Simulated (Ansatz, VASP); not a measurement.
One calculation of TePb, two programs

The input INCAR:

```
PREC = Accurate
ENCUT = 520
EDIFF = 1E-7
ISMEAR = 0
SIGMA = 0.028000000000000004
LREAL = F
LASPH = T
NELM = 60
ALGO = Normal
ISIF = 2
LWAVE = F
LCHARG = T
GGA = PE
LELF = T
LVHAR = T
```

KPOINTS

```
Automatic mesh
0
Gamma
  7 7 7
```

File POSCAR:

```
TePb
1.0
    0.0000000000      3.2310000000      3.2310000000
    3.2310000000      0.0000000000      3.2310000000
    3.2310000000      3.2310000000      0.0000000000
Pb Te
1 1
Direct
    0.0000000000      0.0000000000      0.0000000000
    0.5000000000      0.5000000000      0.5000000000
```

input.yaml

```yaml
crystal:
  lattice:
    - [0.0, 3.231, 3.231]
    - [3.231, 0.0, 3.231]
    - [3.231, 3.231, 0.0]
  atoms:
    - { symbol: Pb, position: [0.0, 0.0, 0.0] }
    - { symbol: Te, position: [0.5, 0.5, 0.5] }
hamiltonian:
  xc: pbe
  pseudopotentials: { kind: paw }
kpoints:
  mp_grid: { grid: [7, 7, 7] }
scf:
  occupations: { method: gaussian, width: 0.028 }
output:
  forces: true
  stress: true
  eigenvalues: true
  write_density: true
  write_potential: true
  elf: true
  volumetric_format: npy
```

Alike in both runs: task single point; functional PBE; k mesh 7 × 7 × 7; occupations gaussian, width 0.028 eV; no spin polarisation.

|  | VASP | Ansatz |
| --- | --- | --- |
| version | VASP 6.6.1 | Ansatz 0.2.0 |
| potentials or method | VASP PAW PBE potentials, release 64 (Pb_d, Te) | Ansatz PAW |
| plane-wave cutoff (eV) | 520 | 420 |
| valence electrons in the cell | 20 | 30 |

|  | VASP | Ansatz | Ansatz less VASP |
| --- | --- | --- | --- |
| gap on the k mesh at the Fermi level (eV) | 1.01 | 1.01 | -0.003 |
| least direct gap on the mesh (eV) | 1.01 | 1.01 | -0.003 |
| pressure (GPa) | 2.1 | 2.1 | +0.04 |

The two sets of potentials don't hold the same shells in valence.

Spin-orbit coupling is left out, which matters for the levels of Pb, Te.
